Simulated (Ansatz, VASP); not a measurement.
# Cross-check of Al35InN36 (In_Al) between VASP and Ansatz

Aim: how closely do two programs agree when they are given the same cell, functional and k mesh? Of the first pair: The structure shown is the start of the Ansatz relaxation below; VASP solves that cell, so the two are compared at the walk's first step.

Program: Ansatz 0.2.0. Level of theory: plane waves, with VASP 6.6.1 beside it; single point at r2SCAN. Results are calculated unless marked as measured.

## 1. Set-up

The cell holds 72 atoms: 35 Al, 36 N and 1 In. Cell: a = 9.320 Å, b = 9.320 Å, c = 9.956 Å, α = 90.0°, β = 90.0°, γ = 120.0°. It derives from AlN (AlN (P6_3mc)). Nearest the centre at fractional (0.444, 0.556, 0.500): In72 at 0.05 Å, N52 at 1.86 Å, N56 at 1.86 Å, N55 at 1.89 Å, N40 at 1.91 Å, Al17 at 3.02 Å, Al18 at 3.03 Å, Al7 at 3.05 Å.

As a file:

```
Al N In
1.0
     9.31957    0.00000    0.00000
    -4.65978    8.07098    0.00000
     0.00000    0.00000    9.95648
Al N In
35 36 1
Direct
  0.21710 0.10592 0.25099
  0.11597 0.22136 0.50008
  0.21733 0.10996 0.74677
  0.11062 0.22716 0.99835
  0.22737 0.44534 0.24729
  0.11362 0.56051 0.50262
  0.21972 0.44124 0.74539
  0.10712 0.55759 0.00033
  0.22294 0.77437 0.24607
  0.11503 0.89458 0.50132
  0.22094 0.77792 0.75446
  0.10956 0.88554 0.99538
  0.56005 0.11275 0.24620
  0.44408 0.22289 0.50455
  0.56067 0.11664 0.74909
  0.44834 0.22816 0.99846
  0.55403 0.44452 0.25440
  0.55076 0.44424 0.74718
  0.44868 0.56137 0.99838
  0.55826 0.77510 0.24712
  0.44243 0.88316 0.49787
  0.55179 0.77325 0.75273
  0.44175 0.88278 0.99881
  0.89208 0.10816 0.24894
  0.78202 0.22250 0.49638
  0.88899 0.10947 0.75437
  0.78344 0.22482 0.00163
  0.88588 0.43826 0.24992
  0.78118 0.55404 0.50252
  0.89421 0.44729 0.74703
  0.78134 0.55787 0.00368
  0.88278 0.77514 0.25037
  0.77602 0.88353 0.50197
  0.88979 0.77814 0.75457
  0.77687 0.88704 0.99481
  0.21900 0.10492 0.44037
  0.11497 0.22053 0.18842
  0.22620 0.11695 0.93905
  0.11172 0.22347 0.68548
  0.22192 0.44238 0.43571
  0.11136 0.55032 0.19047
  0.22777 0.44921 0.94162
  0.11605 0.55511 0.69173
  0.22797 0.78094 0.43855
  0.11645 0.88884 0.19025
  0.21947 0.77211 0.94242
  0.11127 0.88546 0.68660
  0.55045 0.10605 0.43879
  0.44948 0.22720 0.18860
  0.55127 0.10512 0.93999
  0.44069 0.21726 0.68764
  0.55147 0.44516 0.43765
  0.44470 0.56045 0.18810
  0.55027 0.44291 0.94280
  0.44912 0.56117 0.68919
  0.55083 0.77326 0.43785
  0.43892 0.88592 0.18813
  0.55837 0.77626 0.94394
  0.44276 0.89135 0.69411
  0.89361 0.11208 0.43742
  0.77478 0.21630 0.18891
  0.89060 0.11348 0.93578
  0.77332 0.21868 0.69366
  0.89442 0.44486 0.44094
  0.77767 0.56036 0.18827
  0.89102 0.44745 0.93605
  0.77165 0.55173 0.69058
  0.89005 0.77376 0.44281
  0.77961 0.88502 0.19213
  0.88867 0.77558 0.93578
  0.77760 0.88690 0.69509
  0.44292 0.55860 0.50291
```

## 2. Ansatz: relaxation, r2SCAN

Ansatz runs on its PAW soft_1 files.

The two programs are compared at the cell with which this relaxation starts, whose forces are those of its first step.

The input, input.yaml:

```yaml
crystal:
  lattice:
    - [9.31956554, 9.0e-08, 0.0]
    - [-4.65978284, 8.07098046, 0.0]
    - [0.0, 0.0, 9.95647772]
  atoms:
    - { symbol: Al, position: [0.22222222, 0.11111111, 0.24960167] }
    - { symbol: Al, position: [0.11111111, 0.22222222, 0.49960167] }
    - { symbol: "N", position: [0.22222222, 0.11111111, 0.44039833] }
    - { symbol: "N", position: [0.11111111, 0.22222222, 0.19039833] }
    - { symbol: Al, position: [0.22222222, 0.11111111, 0.74960167] }
    - { symbol: Al, position: [0.11111111, 0.22222222, 0.99960167] }
    - { symbol: "N", position: [0.22222222, 0.11111111, 0.94039833] }
    - { symbol: "N", position: [0.11111111, 0.22222222, 0.69039833] }
    - { symbol: Al, position: [0.22222222, 0.44444444, 0.24960167] }
    - { symbol: Al, position: [0.11111111, 0.55555556, 0.49960167] }
    - { symbol: "N", position: [0.22222222, 0.44444444, 0.44039833] }
    - { symbol: "N", position: [0.11111111, 0.55555556, 0.19039833] }
    - { symbol: Al, position: [0.22222222, 0.44444444, 0.74960167] }
    - { symbol: Al, position: [0.11111111, 0.55555556, 0.99960167] }
    - { symbol: "N", position: [0.22222222, 0.44444444, 0.94039833] }
    - { symbol: "N", position: [0.11111111, 0.55555556, 0.69039833] }
    - { symbol: Al, position: [0.22222222, 0.77777778, 0.24960167] }
    - { symbol: Al, position: [0.11111111, 0.88888889, 0.49960167] }
    - { symbol: "N", position: [0.22222222, 0.77777778, 0.44039833] }
    - { symbol: "N", position: [0.11111111, 0.88888889, 0.19039833] }
    - { symbol: Al, position: [0.22222222, 0.77777778, 0.74960167] }
    - { symbol: Al, position: [0.11111111, 0.88888889, 0.99960167] }
    - { symbol: "N", position: [0.22222222, 0.77777778, 0.94039833] }
    - { symbol: "N", position: [0.11111111, 0.88888889, 0.69039833] }
    - { symbol: Al, position: [0.55555556, 0.11111111, 0.24960167] }
    - { symbol: Al, position: [0.44444444, 0.22222222, 0.49960167] }
    - { symbol: "N", position: [0.55555556, 0.11111111, 0.44039833] }
    - { symbol: "N", position: [0.44444444, 0.22222222, 0.19039833] }
    - { symbol: Al, position: [0.55555556, 0.11111111, 0.74960167] }
    - { symbol: Al, position: [0.44444444, 0.22222222, 0.99960167] }
    - { symbol: "N", position: [0.55555556, 0.11111111, 0.94039833] }
    - { symbol: "N", position: [0.44444444, 0.22222222, 0.69039833] }
    - { symbol: Al, position: [0.55555556, 0.44444444, 0.24960167] }
    - { symbol: In, position: [0.44444444, 0.55555556, 0.49960167] }
    - { symbol: "N", position: [0.55555556, 0.44444444, 0.44039833] }
    - { symbol: "N", position: [0.44444444, 0.55555556, 0.19039833] }
    - { symbol: Al, position: [0.55555556, 0.44444444, 0.74960167] }
    - { symbol: Al, position: [0.44444444, 0.55555556, 0.99960167] }
    - { symbol: "N", position: [0.55555556, 0.44444444, 0.94039833] }
    - { symbol: "N", position: [0.44444444, 0.55555556, 0.69039833] }
    - { symbol: Al, position: [0.55555556, 0.77777778, 0.24960167] }
    - { symbol: Al, position: [0.44444444, 0.88888889, 0.49960167] }
    - { symbol: "N", position: [0.55555556, 0.77777778, 0.44039833] }
    - { symbol: "N", position: [0.44444444, 0.88888889, 0.19039833] }
    - { symbol: Al, position: [0.55555556, 0.77777778, 0.74960167] }
    - { symbol: Al, position: [0.44444444, 0.88888889, 0.99960167] }
    - { symbol: "N", position: [0.55555556, 0.77777778, 0.94039833] }
    - { symbol: "N", position: [0.44444444, 0.88888889, 0.69039833] }
    - { symbol: Al, position: [0.88888889, 0.11111111, 0.24960167] }
    - { symbol: Al, position: [0.77777778, 0.22222222, 0.49960167] }
    - { symbol: "N", position: [0.88888889, 0.11111111, 0.44039833] }
    - { symbol: "N", position: [0.77777778, 0.22222222, 0.19039833] }
    - { symbol: Al, position: [0.88888889, 0.11111111, 0.74960167] }
    - { symbol: Al, position: [0.77777778, 0.22222222, 0.99960167] }
    - { symbol: "N", position: [0.88888889, 0.11111111, 0.94039833] }
    - { symbol: "N", position: [0.77777778, 0.22222222, 0.69039833] }
    - { symbol: Al, position: [0.88888889, 0.44444444, 0.24960167] }
    - { symbol: Al, position: [0.77777778, 0.55555556, 0.49960167] }
    - { symbol: "N", position: [0.88888889, 0.44444444, 0.44039833] }
    - { symbol: "N", position: [0.77777778, 0.55555556, 0.19039833] }
    - { symbol: Al, position: [0.88888889, 0.44444444, 0.74960167] }
    - { symbol: Al, position: [0.77777778, 0.55555556, 0.99960167] }
    - { symbol: "N", position: [0.88888889, 0.44444444, 0.94039833] }
    - { symbol: "N", position: [0.77777778, 0.55555556, 0.69039833] }
    - { symbol: Al, position: [0.88888889, 0.77777778, 0.24960167] }
    - { symbol: Al, position: [0.77777778, 0.88888889, 0.49960167] }
    - { symbol: "N", position: [0.88888889, 0.77777778, 0.44039833] }
    - { symbol: "N", position: [0.77777778, 0.88888889, 0.19039833] }
    - { symbol: Al, position: [0.88888889, 0.77777778, 0.74960167] }
    - { symbol: Al, position: [0.77777778, 0.88888889, 0.99960167] }
    - { symbol: "N", position: [0.88888889, 0.77777778, 0.94039833] }
    - { symbol: "N", position: [0.77777778, 0.88888889, 0.69039833] }
  host:
    repeats: [3, 3, 2]
    atoms:
      - { symbol: Al, position: [0.66666667, 0.33333333, 0.49920333] }
      - { symbol: Al, position: [0.33333333, 0.66666667, 0.99920333] }
      - { symbol: "N", position: [0.66666667, 0.33333333, 0.88079667] }
      - { symbol: "N", position: [0.33333333, 0.66666667, 0.38079667] }
basis:
  ecutwfc: 500
  xc_grid: 2
hamiltonian:
  xc: r2scan
  pseudopotentials: { kind: paw, azcp: { folder: soft_1 } }
kpoints:
  mp_grid: { grid: [1, 1, 1], shift: [0.25, 0.25, 0.25] }
scf:
  occupations: { method: fixed }
  max_iter: 60
output:
  forces: true
  charged_corrections:
    epsilon: [4.49, 4.49, 4.72]
    static_epsilon: [8.15, 8.15, 9.65]
    defect_position: [0.444444, 0.555556, 0.499602]
relax:
  f_tol: 0.02
  max_steps: 80
  random_displacement: { amplitude: 0.05, seed: 5755 }
checkpoint:
  write: "../q0.relax.run"
  compress: false
  write_wavefunctions: true
  write_every: 100000
```

Launch:

```sh
$ ansatz run input.yaml --threads 4 --pin off --max-ram 7536MiB --backend cpu --events-out ev --progress --plain --runs-dir out
```

Numbers of over 12 decimals in the logs are rounded to 6 here.

Log:

```text
Engine: ansatz 0.2.0, aarch64-unknown-linux-gnu
Pseudopotentials: kind: paw
Pseudopotential: Al, paw, valence charge 3, recommended cutoff 500 eV (meta_gga), soft_1/Al.paw.azcp
Pseudopotential: N, paw, valence charge 5, recommended cutoff 500 eV (meta_gga), soft_1/N.paw.azcp
Pseudopotential: In, paw, valence charge 13, recommended cutoff 500 eV (meta_gga), soft_1/In.paw.azcp
Functional definition: r2SCAN
  parameter k0 = 0.174
  parameter k1 = 0.065
  parameter a1 = 4.9479
  exchange = r2scan_x(k0 = k0, k1 = k1, a1 = a1)
  correlation = r2scan_c
Crystal: 72 atoms, lattice volume = 748.907 Å³
Basis set: ecut = 500 eV, 18913 PW (Γ), exchange–correlation on 144×144×150 points (8 copies of the dense FFT grid, shifted against one another)
Bands: 221, of which v1, the nominal top of the filled ones, is band 149 counted from 1 (148 counted from 0)
Symmetry: 1 space group operations
k-points: 1
Non-local potential: Al, projectors of the file, l = 0: 2, l = 1: 2, l = 2: 1
Non-local potential: N, projectors of the file, l = 0: 2, l = 1: 2, l = 2: 1
Non-local potential: In, projectors of the file, l = 0: 2, l = 1: 2, l = 2: 2, l = 3: 1
PAW form: soft (Blöchl's): semilocal exchange-correlation on the pseudo side does not see the compensation charge
PAW frozen core: Al, regenerated for the run's functional (the file was generated under x = pbe(κ = 0.804, μ = 0.219515), c = pbe(β = 0.066725))
PAW frozen core: N, regenerated for the run's functional (the file was generated under x = pbe(κ = 0.804, μ = 0.219515), c = pbe(β = 0.066725))
PAW frozen core: In, regenerated for the run's functional (the file was generated under x = pbe(κ = 0.804, μ = 0.219515), c = pbe(β = 0.066725))
PAW one-centre angular grid: Al, 302 points (default); XC on 160 Gauss nodes
PAW one-centre angular grid: N, 302 points (default); XC on 160 Gauss nodes
PAW one-centre angular grid: In, 590 points (default); XC on 160 Gauss nodes
Initial density: superposition of atomic densities (chi_scale 0.1, normalization cell, long waves kept (reshape's long-wave potential 0.24 eV rms))
Initial wavefunctions: pseudopotential atomic-orbital guess
Functional: x = r2scan, c = r2scan; τ floored in thin density (d = 2e-4 eV/Å³)
SCF iter   1: F=—  HF=-38527.020324 eV  |F-HF|=—  |Δ(HF+E_count)|=         —  Δρ=1.35e-1  dr2=1.68e2  dr2_τ=1.97e1  ethr=3.10e-3  ⟨swp⟩=5.0  Hψ=759  notcnv=0  defer=66
preconditioner: auto → Resta (q_TF=auto, 2.340 Å⁻¹)  ε∞=3.3  [insulator: Δε(μ)=6.425 eV  Ē_g=15.567 eV  n_scr=162 (ndim 8)  ℏωp=23.4 eV  f_vac=0.000  ε∞_Penn≈3.3]
SCF iter   2: F=—  HF=-38485.604581 eV  |F-HF|=—  |Δ(HF+E_count)|=    4.14e1  Δρ=4.70e-2  dr2=1.16e1  dr2_τ=3.71e0  ethr=3.10e-3  ⟨swp⟩=4.0  Hψ=487  notcnv=0  defer=64
SCF iter   3: F=—  HF=-38489.368188 eV  |F-HF|=—  |Δ(HF+E_count)|=    3.76e0  Δρ=2.39e-2  dr2=2.82e0  dr2_τ=1.53e-1  ethr=3.10e-3  ⟨swp⟩=3.0  Hψ=274  notcnv=0  defer=68
SCF iter   4: F=—  HF=-38489.663876 eV  |F-HF|=—  |Δ(HF+E_count)|=   2.96e-1  Δρ=2.61e-3  dr2=4.15e-2  dr2_τ=5.54e-3  ethr=9.47e-4  ⟨swp⟩=3.0  Hψ=309  notcnv=0  defer=68
SCF iter   5: F=—  HF=-38489.659850 eV  |F-HF|=—  |Δ(HF+E_count)|=   4.03e-3  Δρ=8.51e-4  dr2=4.74e-3  dr2_τ=7.71e-4  ethr=1.39e-5  ⟨swp⟩=2.0  Hψ=356  notcnv=0  defer=69
SCF iter   6: F=—  HF=-38489.659154 eV  |F-HF|=—  |Δ(HF+E_count)|=   6.96e-4  Δρ=2.46e-4  dr2=4.64e-4  dr2_τ=5.15e-5  ethr=1.59e-6  ⟨swp⟩=2.0  Hψ=372  notcnv=0  defer=70
SCF iter   7: F=—  HF=-38489.659171 eV  |F-HF|=—  |Δ(HF+E_count)|=   1.74e-5  Δρ=6.24e-5  dr2=2.79e-5  dr2_τ=2.15e-6  ethr=1.56e-7  ⟨swp⟩=2.0  Hψ=306  notcnv=0  defer=70
SCF iter   8: F=-38489.659172 eV  HF=-38489.659173 eV  |F-HF|=8.44e-7  |Δ(HF+E_count)|=   1.94e-6  Δρ=1.72e-5  dr2=2.00e-6  dr2_τ=2.59e-7  ethr=3.36e-9  ⟨swp⟩=4.0  Hψ=631  notcnv=0
SCF 1 converged in 8 iterations: F = -38489.659172 eV  dr2 = 2.00e-6
  greatest PAW one-centre occupation: 0.986 electrons in one spin orbital (limit 2), on the In atom at site 33 (counted from 0), in its partial waves of l = 2
relax step   1: F+E_penalty+E_count = -38489.65917215 eV  Δ(F+E_penalty+E_count) = +0.000e0 eV  max|allowed force component| = 7.273e0 eV/Å  Δτ_max = 0.0000 Å  (8 SCF iters, dr2 threshold 1.00e-5 eV, accepted)
Initial density: handed on by an earlier stage of this run
Initial wavefunctions: those handed on with the density
iter 1 solved again at ethr=3.39e-4 eV; its pass at ethr=3.10e-3 eV (dr2=1.01e0 eV) is discarded
SCF iter   1: F=—  HF=-38493.610005 eV  |F-HF|=—  |Δ(HF+E_count)|=         —  Δρ=9.99e-3  dr2=1.02e0  dr2_τ=3.04e0  ethr=3.39e-4  ⟨swp⟩=1.0  Hψ=754  notcnv=0  defer=65
preconditioner: auto → Resta (q_TF=auto, 2.340 Å⁻¹)  ε∞=3.6  [insulator: Δε(μ)=5.862 eV  Ē_g=14.471 eV  n_scr=162 (ndim 8)  ℏωp=23.4 eV  f_vac=0.000  ε∞_Penn≈3.6]
[...]
atom  62  Al     0.00202390     0.00191005    -0.00168828
  atom  63  N      0.00098244     0.00011179     0.00078037
  atom  64  N     -0.00107697    -0.00141647    -0.00145661
  atom  65  Al     0.00199744    -0.00129836    -0.00201365
  atom  66  Al    -0.00226972    -0.00170105    -0.00067943
  atom  67  N      0.00279374     0.00029719     0.00186265
  atom  68  N      0.00003920     0.00212164    -0.00301272
  atom  69  Al     0.00015616     0.00255950    -0.00183253
  atom  70  Al    -0.00034694     0.00050467     0.00249714
  atom  71  N      0.00217435    -0.00053285     0.00007434
  atom  72  N     -0.00150225    -0.00087266    -0.00129166
  max |Σ_I F_I| component: 1.97e-2 eV/Å
--- Band table (eV) ---
  k-point 0: bands = [... 145 lower, 6.7582, 6.8301, 6.8863, 6.9900, 12.7225, 13.0622, 13.1276, 13.3323, ... 68 higher]
--- Relaxed structure (5 steps of the walk, 5 accepted, 0 SCFs on fresh bases) ---
  F+E_penalty+E_count = -38494.18479182 eV   max|allowed force component| = 4.954e-3 eV/Å
  atoms:
    - { symbol: Al, position: [0.222459, 0.110310, 0.249188] }
    - { symbol: Al, position: [0.107736, 0.218574, 0.499299] }
    - { symbol: N, position: [0.222533, 0.110979, 0.440258] }
    - { symbol: N, position: [0.110612, 0.219249, 0.188593] }
    - { symbol: Al, position: [0.222568, 0.110513, 0.748992] }
    - { symbol: Al, position: [0.110436, 0.220010, 0.999491] }
    - { symbol: N, position: [0.222172, 0.110350, 0.939239] }
    - { symbol: N, position: [0.111832, 0.221995, 0.690281] }
    - { symbol: Al, position: [0.218628, 0.441796, 0.245141] }
    - { symbol: Al, position: [0.107659, 0.554094, 0.499222] }
    - { symbol: N, position: [0.199717, 0.432312, 0.432859] }
    - { symbol: N, position: [0.110635, 0.555978, 0.188653] }
    - { symbol: Al, position: [0.219656, 0.442379, 0.754887] }
    - { symbol: Al, position: [0.110384, 0.555669, 0.999526] }
    - { symbol: N, position: [0.220257, 0.443009, 0.944141] }
    - { symbol: N, position: [0.111852, 0.554451, 0.690158] }
    - { symbol: Al, position: [0.222488, 0.777261, 0.249206] }
    - { symbol: Al, position: [0.111477, 0.888258, 0.498988] }
    - { symbol: N, position: [0.222615, 0.777107, 0.440281] }
    - { symbol: N, position: [0.111631, 0.888119, 0.190015] }
    - { symbol: Al, position: [0.222587, 0.777144, 0.748958] }
    - { symbol: Al, position: [0.111433, 0.888333, 0.999264] }
    - { symbol: N, position: [0.222200, 0.777559, 0.939200] }
    - { symbol: N, position: [0.111626, 0.888110, 0.689404] }
    - { symbol: Al, position: [0.555646, 0.110455, 0.249412] }
    - { symbol: Al, position: [0.445451, 0.219040, 0.499205] }
    - { symbol: N, position: [0.555916, 0.110978, 0.439625] }
    - { symbol: N, position: [0.443732, 0.219364, 0.188628] }
    - { symbol: Al, position: [0.556219, 0.110728, 0.749021] }
    - { symbol: Al, position: [0.444068, 0.220056, 0.999489] }
    - { symbol: N, position: [0.555993, 0.110890, 0.939137] }
    - { symbol: N, position: [0.445223, 0.222094, 0.690172] }
    - { symbol: Al, position: [0.557708, 0.442011, 0.245240] }
    - { symbol: In, position: [0.444276, 0.555491, 0.499462] }
    - { symbol: N, position: [0.566407, 0.433332, 0.432920] }
    - { symbol: N, position: [0.444871, 0.554836, 0.191918] }
    - { symbol: Al, position: [0.557247, 0.442463, 0.754800] }
    - { symbol: Al, position: [0.444719, 0.555021, 0.999590] }
    - { symbol: N, position: [0.556679, 0.443065, 0.944059] }
    - { symbol: N, position: [0.444864, 0.554839, 0.711247] }
    - { symbol: Al, position: [0.557968, 0.781122, 0.245136] }
    - { symbol: Al, position: [0.445637, 0.892079, 0.499199] }
    - { symbol: N, position: [0.567431, 0.800015, 0.432843] }
    - { symbol: N, position: [0.443780, 0.889113, 0.188679] }
    - { symbol: Al, position: [0.557325, 0.780061, 0.754897] }
    - { symbol: Al, position: [0.444066, 0.889350, 0.999525] }
    - { symbol: N, position: [0.556723, 0.779479, 0.944139] }
    - { symbol: N, position: [0.445282, 0.887893, 0.690148] }
    - { symbol: Al, position: [0.889294, 0.110420, 0.249358] }
[...]
- { symbol: Al, position: [0.889283, 0.444085, 0.249450] }
    - { symbol: Al, position: [0.780688, 0.554298, 0.499201] }
    - { symbol: N, position: [0.888752, 0.443819, 0.439641] }
    - { symbol: N, position: [0.780352, 0.555970, 0.188640] }
    - { symbol: Al, position: [0.889010, 0.443536, 0.749013] }
    - { symbol: Al, position: [0.779677, 0.555640, 0.999510] }
    - { symbol: N, position: [0.888833, 0.443738, 0.939122] }
    - { symbol: N, position: [0.777651, 0.554524, 0.690169] }
    - { symbol: Al, position: [0.889410, 0.777270, 0.249185] }
    - { symbol: Al, position: [0.781175, 0.892014, 0.499323] }
    - { symbol: N, position: [0.888739, 0.777203, 0.440233] }
    - { symbol: N, position: [0.780476, 0.889110, 0.188575] }
    - { symbol: Al, position: [0.889206, 0.777144, 0.749038] }
    - { symbol: Al, position: [0.779756, 0.889325, 0.999456] }
    - { symbol: N, position: [0.889378, 0.777534, 0.939243] }
    - { symbol: N, position: [0.777759, 0.887925, 0.690298] }
```

In the SCF lines HF is the Harris–Foulkes energy and dr2 the Hartree energy of the density residual, in eV; the loop may stop once dr2 is under the threshold and the program's other checks hold. Hψ counts applications of the Hamiltonian.

(Continued in part 2 of 3.)

[Lines on the potential files, build, host, timing and source positions are cut from VASP's logs without a mark.]

[Logs are printed without paths, hosts, clocks, repeated set-up lines and the standing remarks that a program may print on its own settings, such as how far it seeks lower states.]

[Hosts, paths, dates, database ids (printed as entryN), source tags and the programs' standing remarks are cut or masked in the printed files.]
